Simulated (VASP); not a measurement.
# BN: molecular dynamics with a thermostat

BN, Pnma (no. 62), 8 atoms in the cell. PBE, molecular dynamics; PAW potentials N, B (PBE set).

Ensemble: Nose-Hoover; Target temperature (K): 1600.

## Input

INCAR:
```
GGA = PE
PREC = Normal
ENCUT = 400
EDIFF = 1E-6
NELMIN = 4
NELM = 60
ALGO = Normal
LREAL = Auto
LASPH = T
ISMEAR = 0
SIGMA = 0.05
ISYM = 0
LWAVE = F
LCHARG = F
IBRION = 0
NSW = 60
POTIM = 1.0
TEBEG = 1600
ISIF = 2
RANDOM_SEED = 904096 0 0
MDALGO = 2
SMASS = 0
KPAR = 2
```

KPOINTS:
```
k-points
0
Gamma
  2 4 3
```

POSCAR:
```
BN
1.0
    4.8800890000      0.0000000000      0.0000000000
    0.0000000000      2.5914640000      0.0000000000
    0.0000000000      0.0000000000      4.2920490000
N B
4 4
Direct
    0.3211300000      0.7500000000      0.1064860000
    0.6788700000      0.2500000000      0.8935140000
    0.1788700000      0.2500000000      0.6064860000
    0.8211300000      0.7500000000      0.3935140000
    0.3404130000      0.2500000000      0.9070960000
    0.1595870000      0.7500000000      0.4070960000
    0.8404130000      0.2500000000      0.5929040000
    0.6595870000      0.7500000000      0.0929040000
```

Commands:
```
cat potpaw_PBE.64/N/POTCAR potpaw_PBE.64/B/POTCAR > POTCAR
mpirun -np 2 vasp_std > vasp.out
```

## Result

- Mean temperature (K): 1614
- Standard error of the mean temperature (K): 376
- Relative fluctuation of the kinetic energy: 0.577
- Canonical value of that fluctuation: 0.309
- Rise of the mean potential energy above the start (meV/atom): 201.8
- Electronic steps per ionic step after the first: 5.0

Course of the run:

| Time (fs) | Temperature (K) | Potential energy less the first (meV/atom) |
|---|---|---|
| 1 | 1600 | 0.0 |
| 6 | 651 | 112.0 |
| 10 | 233 | 168.1 |
| 15 | 1651 | 77.8 |
| 19 | 2322 | 149.7 |
| 24 | 1190 | 395.6 |
| 28 | 2274 | 359.4 |
| 33 | 3889 | 284.1 |
| 37 | 1944 | 410.7 |
| 42 | 1935 | 304.7 |
| 46 | 2231 | 134.5 |
| 51 | 1021 | 123.4 |
| 55 | 704 | 107.6 |
| 60 | 617 | 91.7 |

REPORT:
```
MDALGO =   2
               SCALING =       0
                 CNEXP =     9.000   14.000
           RANDOM_SEED =            904096                0                0

   original number of atomic DOF:         21
   number of independent constraints:      0
   number of active DOF:                  21

========================================
         MD step No.       1
========================================

  Atomic velocities initialized by STEP_tb

  >Energies
                    E_tot             E_pot             E_kin               EPS                ES
   e_b>   -0.66764013E+02   -0.68211653E+02    0.14476397E+01    0.00000000E+00    0.00000000E+00

  >Temperature
               T_sim     T_inst
   tmprt>   1600.000   1599.910

  >Thermostat:
           s(n+1) sdot(n+1)      s(n)   sdot(n)        Qs
   s_b>  -0.00000  -0.00000   0.00000   0.00000   0.09508

           RANDOM_SEED =            904096               48                0

[... steps left out ...]

========================================
         MD step No.      60
========================================

  >Energies
                    E_tot             E_pot             E_kin               EPS                ES
   e_b>   -0.66758287E+02   -0.67477862E+02    0.55787416E+00    0.34472385E-01    0.12722842E+00

  >Temperature
               T_sim     T_inst
   tmprt>   1600.000    616.554

  >Thermostat:
           s(n+1) sdot(n+1)      s(n)   sdot(n)        Qs
   s_b>   0.05738   0.00974   0.04394   0.01714   0.09508

           RANDOM_SEED =            904096               48                0
```

OSZICAR:
```
N       E                     dE             d eps       ncg     rms          rms(c)
DAV:   1     0.114055932323E+03    0.11406E+03   -0.14888E+04   588   0.119E+03
DAV:   2    -0.667633446032E+02   -0.18082E+03   -0.17157E+03   823   0.272E+02
DAV:   3    -0.727842298965E+02   -0.60209E+01   -0.59983E+01   728   0.544E+01
DAV:   4    -0.728482157649E+02   -0.63986E-01   -0.63918E-01   742   0.588E+00
DAV:   5    -0.728492285838E+02   -0.10128E-02   -0.10126E-02   708   0.709E-01    0.138E+01
DAV:   6    -0.686197107143E+02    0.42295E+01   -0.13293E+01   668   0.214E+01    0.652E+00
DAV:   7    -0.682833563732E+02    0.33635E+00   -0.62559E-01   688   0.530E+00    0.400E+00
DAV:   8    -0.682116864965E+02    0.71670E-01   -0.21885E-01   701   0.312E+00    0.344E-01
DAV:   9    -0.682104416819E+02    0.12448E-02   -0.97299E-03   673   0.716E-01    0.187E-01
DAV:  10    -0.682115478746E+02   -0.11062E-02   -0.18930E-03   701   0.308E-01    0.541E-02
DAV:  11    -0.682116263480E+02   -0.78473E-04   -0.32494E-04   678   0.120E-01    0.266E-02
DAV:  12    -0.682116501279E+02   -0.23780E-04   -0.45450E-05   708   0.493E-02    0.796E-03
[... left out ...]
     58 T=   596. E= -.66758668E+02 F= -.67406189E+02 E0= -.67406189E+02  EK= 0.53970E+00 SP= -.17E-01 SK= 0.12E+00
     59 T=   594. E= -.66758405E+02 F= -.67434594E+02 E0= -.67434594E+02  EK= 0.53745E+00 SP= 0.66E-01 SK= 0.72E-01
[... last step whole ...]
       N       E                     dE             d eps       ncg     rms          rms(c)
DAV:   1    -0.674777781438E+02   -0.43184E-01   -0.66719E-04   972   0.245E+00    0.164E-02
DAV:   2    -0.674778632437E+02   -0.85100E-04   -0.87769E-04   716   0.247E-01    0.115E-02
DAV:   3    -0.674778624987E+02    0.74501E-06   -0.66378E-06   715   0.202E-02    0.813E-03
DAV:   4    -0.674778615880E+02    0.91074E-06   -0.26997E-06   640   0.128E-02
     60 T=   617. E= -.66758287E+02 F= -.67477862E+02 E0= -.67477862E+02  EK= 0.55787E+00 SP= 0.13E+00 SK= 0.34E-01
```

Limits: 60 fs of 8 atoms are too short for converged averages; the cell is only 2.6 Å across, so each atom moves in step with near copies of itself.

VASP 6.6.1 took 126 s on 2 cores (AMD EPYC 7R13 (Zen 3)), a shared host.
